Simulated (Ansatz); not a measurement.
Wanted: the native input for an Ansatz 0.2.0 run.

```
Task                : relaxation of the atoms
Functional          : PBE
Potentials or basis : Ansatz PAW
Cutoff              : 420 eV (not typed: the program's choice for these potentials)
k mesh              : 7 × 7 × 7
Occupations         : fermi-dirac, width 0.05 eV
Spin                : collinear spin, ferromagnetic start
Starting moments    : [2.0, 0.0] μB
```

CoO:

```
Co O
1.0
     2.59623    0.00000    0.00000
     0.00000    2.57053    0.00000
     0.00000    0.00000    2.57053
Co O
1 1
Direct
  0.00000 0.00000 0.00000
  0.50000 0.50000 0.50000
```

Measurements of this composition are mostly on another form, of space group No. 225.

The cell isn't the ideal one: strained by +1 %.

These files were run (other wordings do the same):

input.yaml

```yaml
crystal:
  lattice:
    - [2.5962315731, 0.0, 0.0]
    - [0.0, 2.57052631, 0.0]
    - [0.0, 0.0, 2.57052631]
  atoms:
    - { symbol: Co, position: [0.0, 0.0, 0.0], spin: 2.0 }
    - { symbol: O, position: [0.5, 0.5, 0.5] }
hamiltonian:
  xc: pbe
  pseudopotentials: { kind: paw }
magnetization:
  spin_polarized: true
kpoints:
  mp_grid: { grid: [7, 7, 7] }
scf:
  occupations: { method: fermi_dirac, width: 0.05 }
output:
  forces: true
  stress: true
  eigenvalues: true
  write_density: true
  write_potential: true
  elf: true
  volumetric_format: npy
relax:
  f_tol: 0.01
  max_steps: 40
```

Potentials or basis: Ansatz PAW.

Launch:

```bash
$ ansatz run input.yaml --threads 2 --pin off --max-ram 5632MiB --backend cpu --events-out ev --progress --plain --runs-dir out
```

It gave:

```
Pressure after relaxing : 9.2 GPa
Band gap on the k mesh  : none (metal or under the smearing width)
Net moment              : 3.00 μB per cell
Absolute moment         : 3.03 μB per cell
Site moments            : Co +2.49; O +0.47 μB
```

Caveat: the relaxation stopped at its first step, so nothing moved; the pressure holds a Pulay correction of +0.8 GPa for the finite cutoff; a cell with one magnetic atom can't hold antiferromagnetic order, which such compounds often take; semilocal functionals often make such compounds metallic where correlation or magnetic order opens a gap, which also shifts bond lengths; the thresholds are loose for stress.

It took 2.5 s on 2 threads of Arm Neoverse V1, with other jobs on the host, peak memory 0.28 GiB.
